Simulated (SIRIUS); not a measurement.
Wanted: the native input for a SIRIUS 7.12.0 run.

| Property | Result |
| --- | --- |
| Task | single point |
| Functional | PBE |
| Potentials or basis | PseudoDojo 0.4.1 PBE standard (scalar relativistic) |
| Cutoff | 1307 eV |
| Density cutoff | 5227 eV |
| k mesh | 8 × 8 × 8 |
| Occupations | fermi-dirac, width 0.05 eV |
| Spin | collinear spin, ferromagnetic start |
| Starting moments | [2.0, 0.0] μB |
| Hubbard terms | Co d U = 4 eV |
| Libxc names | ["XC_GGA_X_PBE", "XC_GGA_C_PBE"] |
| Energy tol | 1e-08 Ha |
| Density tol | 1e-06 |
| Mixer | anderson |
| Mixing beta | 0.5 |
| Max scf | 100 |
| Radial cutoff for the potentials' integrals | 6.5 bohr |
| Form of the Hubbard term | simplified (Dudarev) |
| Hubbard projectors | orthogonalised atomic orbitals |
| Start of the occupations | the program's own |

CoO:

```
CELL_PARAMETERS angstrom
0.00000 2.13150 2.13150
2.13150 0.00000 2.13150
2.13150 2.13150 0.00000
ATOMIC_POSITIONS crystal
Co 0.00000 0.00000 0.00000
O 0.50000 0.50000 0.50000
```

One way to write it, as run:

sirius.json

```json
{
  "control": {
    "processing_unit": "cpu",
    "verbosity": 2,
    "num_bands_to_print": 19,
    "print_forces": true,
    "print_stress": true
  },
  "parameters": {
    "electronic_structure_method": "pseudopotential",
    "xc_functionals": ["XC_GGA_X_PBE", "XC_GGA_C_PBE"],
    "gk_cutoff": 9.8,
    "pw_cutoff": 19.6,
    "ngridk": [8, 8, 8],
    "shiftk": [0, 0, 0],
    "smearing": "fermi_dirac",
    "smearing_width": 0.0018374661,
    "num_bands": 19,
    "num_mag_dims": 1,
    "num_dft_iter": 100,
    "energy_tol": 1e-08,
    "density_tol": 1e-06,
    "hubbard_correction": true
  },
  "iterative_solver": {
    "type": "davidson",
    "min_tolerance": 1e-10
  },
  "mixer": {
    "type": "anderson",
    "beta": 0.5,
    "max_history": 8
  },
  "settings": {
    "tol_ne": 1e-10,
    "pseudo_grid_cutoff": 6.5,
    "smooth_initial_mag": true
  },
  "unit_cell": {
    "lattice_vectors": [
      [0.0, 4.02795123464, 4.02795123464],
      [4.02795123464, 0.0, 4.02795123464],
      [4.02795123464, 4.02795123464, 0.0]
    ],
    "atom_coordinate_units": "lattice",
    "atom_types": ["Co", "O"],
    "atom_files": {
      "Co": "Co.json",
      "O": "O.json"
    },
    "atoms": {
      "Co": [
        [0.0, 0.0, 0.0, 0.0, 0.0, 2.0]
      ],
      "O": [
        [0.5, 0.5, 0.5, 0.0, 0.0, 0.0]
      ]
    }
  },
  "hubbard": {
    "simplified": true,
    "subspace_method": "full_orthogonalization",
    "local": [
      {
        "atom_type": "Co",
        "n": 3,
        "l": 2,
        "U": 0.14699729,
        "J": 0.0,
        "total_initial_occupancy": 7
      }
    ]
  }
}
```

Potentials or basis: PseudoDojo 0.4.1 PBE standard (scalar relativistic).

Launch:

```bash
$ upf_to_json Co.upf
$ upf_to_json O.upf
$ # the labels of the atomic orbitals (3D, 4S, ...) are then added to the .json files where the converter dropped them
$ OMP_NUM_THREADS=1 sirius.scf --input=sirius.json --output=out.json --task=0
```

It gave:

```yaml
Pressure: 1.2 GPa
Band_gap_on_the_k_mesh: none (metal or under the smearing width)
Net_moment: 2.91 μB per cell
Absolute_moment: 2.93 μB per cell
```

Caveat: a cell with one magnetic atom can't hold antiferromagnetic order, which such compounds often take.

Wall time 49 s on 1 thread of Intel(R) Xeon(R) 6975P-C (Granite Rapids), on a shared host, peak memory 0.3 GiB.
